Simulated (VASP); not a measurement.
# Eu (Im-3m) in VASP: a series of runs

Runs on Eu. Level: PBE. Tasks: single point.

Program: VASP 6.6.1. These are calculated values, not measurements. Logs are shortened: lines on timing, memory, paths and dates and some standing lists are left out, and cuts for length are marked.

## Step 1: The structure

The structure is cubic, space group Im-3m (No. 229). Conventional cell: a = 4.610 Å, b = 4.610 Å, c = 4.610 Å, α = 90.00°, β = 90.00°, γ = 90.00°. Around Eu (site symmetry m-3m) lie 8 Eu at 3.99 Å.

## Step 2: Single point, PBE, collinear spin, typed start

INCAR

```
SYSTEM = Eu
PREC = Accurate
ENCUT = 520
EDIFF = 1E-6
ISMEAR = 0
SIGMA = 0.05
LREAL = .False.
LASPH = .True.
NELM = 150
ALGO = Normal
ISIF = 2
LWAVE = .False.
LCHARG = .False.
ISPIN = 2
MAGMOM = 7
LORBIT = 11
LMAXMIX = 6
GGA = PE
NBANDS = 18
```

KPOINTS

```
regular mesh
0
Gamma
  6 6 6
  0 0 0
```

POSCAR

```
Eu
1.0
   -2.3050000000      2.3050000000      2.3050000000
    2.3050000000     -2.3050000000      2.3050000000
    2.3050000000      2.3050000000     -2.3050000000
Eu
1
Direct
    0.0000000000      0.0000000000      0.0000000000
```

Potentials or basis: VASP PAW PBE potentials, release 64 (Eu).

The run is started by

```
> cat potpaw_PBE.64/Eu/POTCAR > POTCAR
> mpirun -np 1 vasp_std > vasp.out
```

OUTCAR:

```text
SYSTEM = Eu
   PREC = Accurate
   ENCUT = 520
   EDIFF = 1E-6
   ISMEAR = 0
   LREAL = .False.
   LASPH = .True.
   NELM = 150
   ISIF = 2
   ISPIN = 2
   LORBIT = 11
   GGA = PE

 ion  position               nearest neighbor table
   1  0.000  0.000  0.000-

  LATTYP: Found a body centered cubic cell.
 ALAT       =     4.6100000000

  Lattice vectors:

 A1 = (  -2.3050000000,   2.3050000000,   2.3050000000)
 A2 = (   2.3050000000,  -2.3050000000,   2.3050000000)
 A3 = (   2.3050000000,   2.3050000000,  -2.3050000000)

Analysis of symmetry for initial positions (statically):
=====================================================================
 Subroutine PRICEL returns:
 Original cell was already a primitive cell.

 Routine SETGRP: Setting up the symmetry group for a
 body centered cubic supercell.

 Subroutine GETGRP returns: Found 48 space group operations
 (whereof 48 operations were pure point group operations)
 out of a pool of 48 trial point group operations.

The static configuration has the point symmetry O_h .

Analysis of symmetry for dynamics (positions and initial velocities):
=====================================================================
 Subroutine PRICEL returns:
 Original cell was already a primitive cell.

 Routine SETGRP: Setting up the symmetry group for a
 body centered cubic supercell.

 Subroutine GETGRP returns: Found 48 space group operations
 (whereof 48 operations were pure point group operations)
 out of a pool of 48 trial point group operations.

The dynamic configuration has the point symmetry O_h .

Analysis of structural, dynamic, and magnetic symmetry:
=====================================================================
 Subroutine PRICEL returns:
 Original cell was already a primitive cell.

 Routine SETGRP: Setting up the symmetry group for a
 body centered cubic supercell.

 Subroutine GETGRP returns: Found 48 space group operations
 (whereof 48 operations were pure point group operations)
 out of a pool of 48 trial point group operations.

The overall configuration has the point symmetry O_h .

 Subroutine INISYM returns: Found 48 space group operations
 (whereof 48 operations are pure point group operations),
 and found     1 'primitive' translations

----------------------------------------------------------------------------------------

                                     Primitive cell

  volume of cell :      48.9861

  direct lattice vectors                    reciprocal lattice vectors
[... 94 lines left out ...]
   IMIX   =      4    mixing-type and parameters
     AMIX     =   0.40;   BMIX     =  1.00
     AMIX_MAG =   1.60;   BMIX_MAG =  1.00
  volume/ion in A,a.u.               =      48.99       330.57
  Fermi-wavevector in a.u.,A,eV,Ry     =   1.150448  2.174031 18.007717  1.323530
  Thomas-Fermi vector in A             =   2.287111
   LORBIT       =     11    0 simple, 1 ext, 2 COOP (PROOUT), +10 PAW based schemes
   GGA     = PE    functional components
   LHFCALC =     F    Hartree Fock is set to
   AEXX    =    0.0000 exact exchange contribution
   IVDW    =     0    specifies the selected vdW correction
   LEPSILON=     F    determine dielectric tensor
   LRPA    =     F    only Hartree local field effects (RPA)
 spin polarized calculation
 Gauss-broadening in eV      SIGMA  =   0.05
  energy-cutoff  :      520.00
  volume of cell :       48.99
 maximum number of plane-waves:      1345
 NGX is ok and might be reduce to    30
   NGX = 15   NGY = 15   NGZ = 15

 number of electron      17.0000007 magnetization       7.5225451

 Free energy of the ion-electron system (eV)
  ---------------------------------------------------
  ext. energy  EPLUGINS =         0.00000000
  ---------------------------------------------------
  free energy    TOTEN  =       -11.39189259 eV

  energy without entropy =      -11.38954090  energy(sigma->0) =      -11.39071674

 E-fermi :   1.5925     XC(G=0):  -8.2228

 val. band max:        1.5392790118   @ k =  -0.3333   0.5000   0.1667
 cond. band min:       1.6143810022   @ k =  -0.3333   0.3333   0.3333
 fundamental gap:      0.0751019904
 Fermi energy:         1.5924990327

 spin component 1

 k-point     1 :       0.0000    0.0000    0.0000
  band No.  band energies     occupation
      1     -40.1913      1.00000
      2     -18.8474      1.00000
      3     -18.8474      1.00000
      4     -18.8474      1.00000
      5      -2.6396      1.00000
      6       1.0735      1.00000
[... 312 lines left out ...]
      4     -19.0398      1.00000
      5       0.6692      1.00000
      6       0.6692      1.00000
[... 10 lines left out ...]
     17       6.1715      0.00000
     18       6.1715      0.00000
 Fermi energy:         1.5924990327

 spin component 2

 k-point     1 :       0.0000    0.0000    0.0000
  band No.  band energies     occupation
      1     -37.0195      1.00000
      2     -16.4859      1.00000
      3     -16.4859      1.00000
      4     -16.4859      1.00000
      5      -1.7709      1.00000
      6       4.2481      0.00000
[... 313 lines left out ...]
      5       1.6172      0.24281
      6       1.6172      0.24281
[... 10 lines left out ...]
     17       7.4425      0.00000
     18       7.4426      0.00000

------------------------ aborting loop because EDIFF is reached ----------------------------------------

  FORCE on cell =-STRESS in cart. coord.  units (eV):
  Direction    XX          YY          ZZ          XY          YZ          ZX
  --------------------------------------------------------------------------------------
  -------------------------------------------------------------------------------------
  Total       -0.5080051     -0.5080051     -0.5080051      0.0000000      0.0000000     -0.0000000
  in kB      -16.6152113    -16.6152113    -16.6152113      0.0000000      0.0000000     -0.0000000
  external PRESSURE =     -16.6152113 kB  Pullay stress =       0.0000000 kB

 VOLUME and BASIS-vectors are now :
 -----------------------------------------------------------------------------
  energy-cutoff  :      520.00
  volume of cell :       48.99
      direct lattice vectors                 reciprocal lattice vectors
    -2.305000000  2.305000000  2.305000000     0.000000000  0.216919740  0.216919740
     2.305000000 -2.305000000  2.305000000     0.216919740  0.000000000  0.216919740
     2.305000000  2.305000000 -2.305000000     0.216919740  0.216919740  0.000000000

 POSITION                                       TOTAL-FORCE (eV/Angst)
 -----------------------------------------------------------------------------------
      0.00000      0.00000      0.00000         0.000000      0.000000      0.000000
 -----------------------------------------------------------------------------------
    total drift:                               -0.000000     -0.000000      0.000000

  FREE ENERGIE OF THE ION-ELECTRON SYSTEM (eV)
  ---------------------------------------------------
  free  energy   TOTEN  =       -11.3918925879 eV

  energy  without entropy=      -11.3895408951  energy(sigma->0) =      -11.39071674

 total charge

# of ion       s       p       d       f       tot
--------------------------------------------------
    1        2.077   5.719   0.239   6.687  14.722

 magnetization (x)

# of ion       s       p       d       f       tot
--------------------------------------------------
    1       -0.004  -0.092   0.147   6.686   6.737
```

OSZICAR:

```text
N       E                     dE             d eps       ncg     rms          rms(c)
DAV:   1     0.112749507537E+03    0.11275E+03   -0.65958E+03  1346   0.401E+03
DAV:   2     0.111640390958E+02   -0.10159E+03   -0.88844E+02  1450   0.268E+02
DAV:   3    -0.745556583670E+01   -0.18620E+02   -0.18363E+02  1790   0.107E+02
DAV:   4    -0.902881146697E+01   -0.15732E+01   -0.15629E+01  2260   0.250E+01
DAV:   5    -0.912706594098E+01   -0.98254E-01   -0.98146E-01  2040   0.686E+00    0.288E+01
DAV:   6    -0.126156015555E+02   -0.34885E+01   -0.31286E+00  1524   0.160E+01    0.186E+01
DAV:   7    -0.114789167070E+02    0.11367E+01   -0.18741E+00  1702   0.254E+01    0.138E+01
DAV:   8    -0.113995846368E+02    0.79332E-01   -0.65036E-01  1794   0.169E+01    0.420E+00
DAV:   9    -0.114087276918E+02   -0.91431E-02   -0.22325E-01  1782   0.969E+00    0.486E+00
DAV:  10    -0.114022854073E+02    0.64423E-02   -0.16593E-02  2022   0.106E+00    0.466E+00
DAV:  11    -0.114024871250E+02   -0.20172E-03   -0.16366E-03  2128   0.190E-01    0.498E+00
DAV:  12    -0.113928391249E+02    0.96480E-02   -0.11161E-02  1642   0.234E+00    0.322E+00
DAV:  13    -0.113923311875E+02    0.50794E-03   -0.16405E-03  1904   0.662E-01    0.166E+00
DAV:  14    -0.113919801300E+02    0.35106E-03   -0.69374E-04  1912   0.506E-01    0.913E-01
DAV:  15    -0.113919893756E+02   -0.92456E-05   -0.30585E-04  2110   0.338E-01    0.535E-01
DAV:  16    -0.113918916497E+02    0.97726E-04   -0.44087E-04  1640   0.408E-01    0.125E-01
DAV:  17    -0.113918916026E+02    0.47035E-07   -0.98710E-05  2198   0.173E-01    0.178E-01
DAV:  18    -0.113918925879E+02   -0.98526E-06   -0.61633E-06  2094   0.171E-02
   1 F= -.11391893E+02 E0= -.11390717E+02  d E =-.235169E-02  mag=     7.5237
```

stdout:

```text
POSCAR found type information on POSCAR Eu
 POSCAR found :  1 types and       1 ions
 scaLAPACK will be used
 LDA part: xc-table for (Slater+PW92), standard interpolation
 POSCAR, INCAR and KPOINTS ok, starting setup
 FFT: planning ... GRIDC
 FFT: planning ... GRID_SOFT
 FFT: planning ... GRID
 WAVECAR not read
 entering main loop
```

Wall time 30 s (1 thread of Intel Xeon Platinum 8559C (Emerald Rapids), shared host); peak memory 0.2 GiB.

What came out:

```yaml
Free_energy: -11.3919 eV
Pressure: -1.7 GPa
Band_gap_on_the_k_mesh: none (metal or under the smearing width)
Net_moment: 7.52 μB per cell
Site_moments: Eu +6.74 μB
Valence_electrons_inside_the_program's_atomic_spheres: Eu 14.72
```

Caveat: spin-orbit coupling is left out, which moves the levels of the heavy elements.

## Step 3: Single point, PBE, collinear spin, typed start

This run uses another cell than the first one, of 43.59 Å³/atom, 0.890 times its volume.

INCAR

```
PREC     = Accurate       # precision mode
ENCUT    = 520            # plane-wave cutoff, eV
EDIFF    = 1E-6           # SCF threshold, eV
ISMEAR   = 0              # smearing method
SIGMA    = 0.05           # smearing width, eV
LREAL    = False          # projectors in reciprocal space
LASPH    = True           # aspherical terms in the spheres
NELM     = 150            # most SCF steps
ALGO     = Normal         # electronic algorithm
ISIF     = 2              # what is computed and relaxed
LWAVE    = False          # write WAVECAR
LCHARG   = False          # write CHGCAR
ISPIN    = 2              # spin polarisation
MAGMOM   = 7.88           # initial moments
LORBIT   = 11             # projections on sites
LMAXMIX  = 6              # l up to which the mixer works
GGA      = PE             # functional
NBANDS   = 18             # bands
```

KPOINTS

```
Automatic mesh
0
Gamma
  6 6 6
```

POSCAR

```
Eu
1.0
   -2.2171132129      2.2171132129      2.2171132129
    2.2171132129     -2.2171132129      2.2171132129
    2.2171132129      2.2171132129     -2.2171132129
Eu
1
Direct
    0.0000000000      0.0000000000      0.0000000000
```

Potentials or basis: VASP PAW PBE potentials, release 64 (Eu).

The run is started by

```
> cat potpaw_PBE.64/Eu/POTCAR > POTCAR
> mpirun -np 1 vasp_std > vasp.out
```

OUTCAR:

```text
PREC = Accurate
   ENCUT = 520
   EDIFF = 1E-6
   ISMEAR = 0
   LREAL = False
   LASPH = True
   NELM = 150
   ISIF = 2
   ISPIN = 2
   LORBIT = 11
   GGA = PE

 ion  position               nearest neighbor table
   1  0.000  0.000  0.000-

  LATTYP: Found a body centered cubic cell.
 ALAT       =     4.4342264258

  Lattice vectors:

 A1 = (  -2.2171132129,   2.2171132129,   2.2171132129)
 A2 = (   2.2171132129,  -2.2171132129,   2.2171132129)
 A3 = (   2.2171132129,   2.2171132129,  -2.2171132129)

Analysis of symmetry for initial positions (statically):
=====================================================================
[... 867 lines left out ...]
  Total       -0.1708433     -0.1708433     -0.1708433      0.0000000      0.0000000     -0.0000000
  in kB       -6.2789213     -6.2789213     -6.2789213      0.0000000      0.0000000     -0.0000000
  external PRESSURE =      -6.2789213 kB  Pullay stress =       0.0000000 kB

 VOLUME and BASIS-vectors are now :
 -----------------------------------------------------------------------------
  energy-cutoff  :      520.00
  volume of cell :       43.59
      direct lattice vectors                 reciprocal lattice vectors
    -2.217113213  2.217113213  2.217113213     0.000000000  0.225518479  0.225518479
     2.217113213 -2.217113213  2.217113213     0.225518479  0.000000000  0.225518479
     2.217113213  2.217113213 -2.217113213     0.225518479  0.225518479  0.000000000

 POSITION                                       TOTAL-FORCE (eV/Angst)
 -----------------------------------------------------------------------------------
      0.00000      0.00000      0.00000        -0.000000     -0.000000      0.000000
 -----------------------------------------------------------------------------------
    total drift:                               -0.000000     -0.000000      0.000000

  FREE ENERGIE OF THE ION-ELECTRON SYSTEM (eV)
  ---------------------------------------------------
  free  energy   TOTEN  =       -11.4351274666 eV

  energy  without entropy=      -11.4333148945  energy(sigma->0) =      -11.43422118

 total charge

# of ion       s       p       d       f       tot
--------------------------------------------------
    1        2.082   5.713   0.284   6.657  14.736

 magnetization (x)

# of ion       s       p       d       f       tot
--------------------------------------------------
    1       -0.003  -0.089   0.168   6.655   6.732
```

OSZICAR:

```text
N       E                     dE             d eps       ncg     rms          rms(c)
DAV:   1     0.109633255604E+03    0.10963E+03   -0.64130E+03  1368   0.410E+03
DAV:   2     0.848323424976E+01   -0.10115E+03   -0.88891E+02  1446   0.297E+02
DAV:   3    -0.741502566471E+01   -0.15898E+02   -0.15586E+02  1690   0.103E+02
DAV:   4    -0.903137804046E+01   -0.16164E+01   -0.16040E+01  2248   0.244E+01
DAV:   5    -0.910885592043E+01   -0.77478E-01   -0.77380E-01  2110   0.624E+00    0.280E+01
DAV:   6    -0.121025309603E+02   -0.29937E+01   -0.32723E+00  1536   0.166E+01    0.207E+01
DAV:   7    -0.114493954371E+02    0.65314E+00   -0.94645E-01  1954   0.162E+01    0.992E+00
DAV:   8    -0.114599150501E+02   -0.10520E-01   -0.56054E-01  1670   0.160E+01    0.566E+00
DAV:   9    -0.114450901342E+02    0.14825E-01   -0.10040E-01  1786   0.693E+00    0.183E+00
DAV:  10    -0.114341711050E+02    0.10919E-01   -0.30781E-02  1750   0.335E+00    0.158E+00
DAV:  11    -0.114351433767E+02   -0.97227E-03   -0.36027E-03  2206   0.576E-01    0.147E+00
DAV:  12    -0.114348955940E+02    0.24778E-03   -0.12382E-03  1932   0.714E-01    0.634E-01
DAV:  13    -0.114351489716E+02   -0.25338E-03   -0.69746E-04  1856   0.532E-01    0.360E-01
DAV:  14    -0.114351269286E+02    0.22043E-04   -0.14189E-04  2070   0.204E-01    0.271E-01
DAV:  15    -0.114351231612E+02    0.37674E-05   -0.19203E-05  2070   0.824E-02    0.160E-01
DAV:  16    -0.114351268381E+02   -0.36769E-05   -0.74893E-06  2008   0.531E-02    0.222E-02
DAV:  17    -0.114351274666E+02   -0.62850E-06   -0.98514E-07  1362   0.144E-02
   1 F= -.11435127E+02 E0= -.11434221E+02  d E =-.181257E-02  mag=     7.5081
```

It took 29 s on 1 thread of Intel Xeon Platinum 8559C (Emerald Rapids), shared host; peak memory 0.2 GiB.

Results:

```
Free energy                                           : -11.4351 eV
Pressure                                              : -0.6 GPa
Band gap on the k mesh                                : none (metal or under the smearing width)
Net moment                                            : 7.51 μB per cell
Site moments                                          : Eu +6.73 μB
Valence electrons inside the program's atomic spheres : Eu 14.74
```

Levels at points of the mesh, in eV from the Fermi level:
Spin up:
```csv
k point,band 8,band 9,band 10,band 11,band 12,band 13,band 14,band 15,band 16,band 17
"(0.00, 0.00, 0.00)",-0.55,-0.40,-0.40,-0.40,-0.35,1.72,1.72,1.72,3.35,3.35
"(0.50, 0.00, 0.00)",-0.51,-0.42,-0.40,-0.40,-0.38,0.36,0.61,3.25,3.96,5.60
"(0.50, 0.50, 0.50)",-0.51,-0.51,-0.51,-0.36,-0.36,-0.36,4.72,4.72,4.72,5.06
```
Spin down:
```csv
k point,band 1,band 2,band 3,band 4,band 5,band 6,band 7,band 8,band 9,band 10
"(0.00, 0.00, 0.00)",-38.55,-17.93,-17.93,-17.93,-3.51,2.76,2.76,2.76,3.98,3.98
"(0.50, 0.00, 0.00)",-38.51,-18.42,-18.09,-17.93,-0.86,1.33,1.55,3.92,4.21,4.28
"(0.50, 0.50, 0.50)",-38.48,-18.27,-18.27,-18.27,-0.19,-0.19,3.93,3.93,3.93,4.14
```

Caveat: spin-orbit coupling is left out, which moves the levels of the heavy elements.
